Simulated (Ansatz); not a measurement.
Here is an Ansatz 0.2.0 calculation.

input

```
crystal:
  lattice:
    - [0.0, 2.3021091, 2.3021091]
    - [2.3021091, 0.0, 2.3021091]
    - [2.3021091, 2.3021091, 0.0]
  atoms:
    - { symbol: W, position: [0.0, 0.0, 0.0] }
    - { symbol: C, position: [0.75, 0.75, 0.75] }
hamiltonian:
  xc: pbe0
  pseudopotentials: { kind: paw_fr }
magnetization:
  noncollinear: true
  spin_orbit: true
kpoints:
  mp_grid: { grid: [4, 4, 4] }
scf:
  occupations: { method: fermi_dirac, width: 0.05 }
output:
  forces: true
  stress: true
  eigenvalues: true
  write_density: true
  write_potential: true
  elf: true
  volumetric_format: npy
```

Q: What does it give for the pressure?

A: 12.1 GPa.

Q: Predict the band gap on the k mesh.

A: None (metal or under the smearing width).

Caveat: the k mesh is coarse (spacing up to 0.59 Å⁻¹), so the values aren't converged, least of all with exact exchange; the PAW data sets come from PBE, with cores solved anew for the run's functional, which leaves a small shift of forces and pressure; the thresholds are loose for stress.
